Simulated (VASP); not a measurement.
Runs of VASP 6.6.1 on Ni. The structure is cubic, space group Im-3m (No. 229). The conventional cell has a = 2.848 Å, b = 2.848 Å, c = 2.848 Å, α = 90.00°, β = 90.00°, γ = 90.00°. Ni (site symmetry m-3m) is surrounded by 8 Ni at 2.47 Å. The cell was built by a generator and needn't be a form met in nature.

| task | cell | k mesh | cutoff (eV) | gap on the mesh (eV) | pressure (GPa) | moment (μB) |
| --- | --- | --- | --- | --- | --- | --- |
| single point | Im-3m, 11.55 Å³/atom | 16 × 16 × 16 | 520 | none | 0.1 | 0.55 |
| relaxation of cell and atoms | relaxed | 16 × 16 × 16 | 600 | none | 0.0 | 0.55 |
| single point | Im-3m, 12.93 Å³/atom | 17 × 17 × 17 | 520 | none | (a) | 0.60 |
| single point | Im-3m, 11.55 Å³/atom | 25 × 25 × 25 | 520 | none | 0.1 | 0.55 |

Alike in all rows: level BLYP; potentials or basis VASP PAW PBE potentials, release 64 (Ni); spin collinear, typed start; smearing fermi-dirac 0.05 eV.

**Question.** Fill in the values left out.

**Answer.** (a) -14.0.

Caveats: the PAW data sets were made with another functional, which shifts forces and pressure a little.

A gap of «none» marks a metal or a gap under the smearing width.
